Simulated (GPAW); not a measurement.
CrO2 in GPAW: convergence with k mesh

Input of the first run (k mesh 2 × 2 × 2); the others differ in this setting and in those tied to it:

Contents of run.py:

```python
from ase import Atoms
from ase.dft.bandgap import bandgap
from ase.io import write
from ase.units import GPa
from gpaw import GPAW, PW

atoms = Atoms(['Cr', 'O', 'O'],
              cell=[[0.0, 2.383065, 2.383065],
                    [2.383065, 0.0, 2.383065],
                    [2.383065, 2.383065, 0.0]],
              scaled_positions=[[0.0, 0.0, 0.0],
                                [0.25, 0.25, 0.25],
                                [0.75, 0.75, 0.75]],
              pbc=True)
atoms.set_initial_magnetic_moments([3.0, 0.0, 0.0])

calc = GPAW(mode=PW(800),
            xc='LDA',
            kpts={'size': (2, 2, 2), 'gamma': True},
            occupations={'name': 'fermi-dirac', 'width': 0.05},
            nbands=20,
            convergence={'density': 1e-05, 'energy': 1e-05},
            maxiter=100,
            txt='gpaw.txt')
atoms.calc = calc
energy = atoms.get_potential_energy()
forces = atoms.get_forces()
stress = atoms.get_stress()
calc.write('gs.gpw')
write('result.traj', atoms)
print(f'Energy: {energy:.6f} eV')
print('Forces (eV/A):')
print(forces.round(4))
print('Stress (GPa):', (stress / GPa).round(3))
print('Moments:', calc.get_magnetic_moments().round(3))
print('Fermi level:', round(calc.get_fermi_level(), 4), 'eV')
print(f'Gap: {bandgap(calc)[0]:.4f} eV, direct: {bandgap(calc, direct=True)[0]:.4f} eV')
```

Potentials or basis: the program's PAW data sets (release 1.2.1) made for this functional, pw.

Launch:

```bash
$ OMP_NUM_THREADS=1 python run.py
```

Measurements of this composition are mostly on another form, of space group No. 136.

Hardware: 1 thread of AMD EPYC 9R45 96-Core Processor (Zen 5), on a shared host.

| k mesh | energy less the tightest run, at zero smearing (meV/atom) | pressure (GPa) | largest site moment (μB) | gap on the mesh (eV) | SCF cycles | CPU time (s) | peak memory (GiB) |
| --- | --- | --- | --- | --- | --- | --- | --- |
| 2 × 2 × 2 | 104.01 | -19.88 | 2.41 | 0.000 | 19 | 8.1 | 0.16 |
| 3 × 3 × 3 | -11.42 | -24.23 | 2.14 | 1.377 | 12 | 6.4 | 0.16 |
| 4 × 4 × 4 | 6.61 | -24.05 | 2.14 | 0.179 | 13 | 9.8 | 0.17 |
| 5 × 5 × 5 | 0.34 | -24.09 | 2.14 | 0.668 | 13 | 12 | 0.17 |
| 6 × 6 × 6 | 1.43 | -24.07 | 2.14 | 0.185 | 13 | 17 | 0.18 |
| 7 × 7 × 7 | 0.34 | -24.05 | 2.15 | 0.423 | 13 | 21 | 0.18 |
| 9 × 9 × 9 | 0.15 | -24.02 | 2.15 | 0.323 | 13 | 31 | 0.2 |
| 11 × 11 × 11 | 0.03 | -24.00 | 2.15 | 0.277 | 13 | 46 | 0.22 |
| 13 × 13 × 13 | 0.00 | -24.00 | 2.15 | 0.253 | 13 | 65 | 0.25 |

Against the tightest run, the energy stays within 1 meV/atom from 7 × 7 × 7 on; the pressure stays within 0.1 GPa from 4 × 4 × 4 on; the largest site moment stays within 0.02 μB from 3 × 3 × 3 on. Not settled before the last step: the gap on the mesh (to 0.01 eV). Meshes of other sizes hit other points, so gaps and Fermi surfaces needn't settle smoothly. The tightest run that finished is the yardstick and may itself not be fully converged.

Caveat, for the tightest run too: so large a pressure means that the cell lies far from this level's equilibrium, or that cutoff or potentials fall short; an odd mesh through Γ misses points on the zone boundary, where band edges often lie; a cell with one magnetic atom can't hold antiferromagnetic order, which such compounds often take.
